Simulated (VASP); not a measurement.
Runs of VASP 6.6.1 on CaO. Symmetry: Fm-3m, No. 225, cubic system. The conventional cell has a = 4.807 Å, b = 4.807 Å, c = 4.807 Å, α = 90.00°, β = 90.00°, γ = 90.00°. Around Ca (site symmetry m-3m) lie 6 O at 2.40 Å. Around O (site symmetry m-3m) lie 6 Ca at 2.40 Å. The cell is a database's computed one.

```tsv
task	level	potentials or basis	cell	cutoff (eV)	smearing	monkhorst-Pack mesh	atoms held fixed (from 0)	other keys	gap on the mesh (eV)	pressure (GPa)
single point	rSCAN	VASP PAW PBE potentials, release 64 (Ca_pv, O)	as given	500	gaussian 0.005 eV	-	-	PREC = High; ISMEAR = 0; SIGMA = 0.005	(a)	-1.0
relaxation of the atoms	BEEF-vdW	VASP PAW PBE potentials, release 64 (Ca_sv, O)	atoms relaxed from: atoms moved at random, drawn with an rms of 0.1 Å	520	fermi-dirac 0.05 eV	yes	[0]	shifted = yes; ADDGRID = yes; IBRION = 1	-	3.6
relaxation of cell and atoms	optPBE-vdW	VASP PAW PBE potentials, release 54 (Ca_sv, O)	relaxed from: cell strained at random at fixed volume	600	gaussian 0.05 eV	-	-	-	3.71	0.0
relaxation of the atoms	RPBE+D3(BJ)	VASP PAW PBE potentials, release 64 (Ca_sv_GW, O_GW)	atoms relaxed from: atoms moved at random, drawn with an rms of 0.05 Å	550	gaussian 0.05 eV	-	-	ALGO = Fast	3.77	-17.8
```

Alike in all rows: no spin polarisation; k mesh 10 × 10 × 10.

**Question.** Estimate the missing entries.

**Answer.** (a) 4.20.

Caveats: the PAW data sets were made with another functional, which shifts forces and pressure a little.

A k mesh can miss the band edges.

The runs don't all hold the same shells in valence.
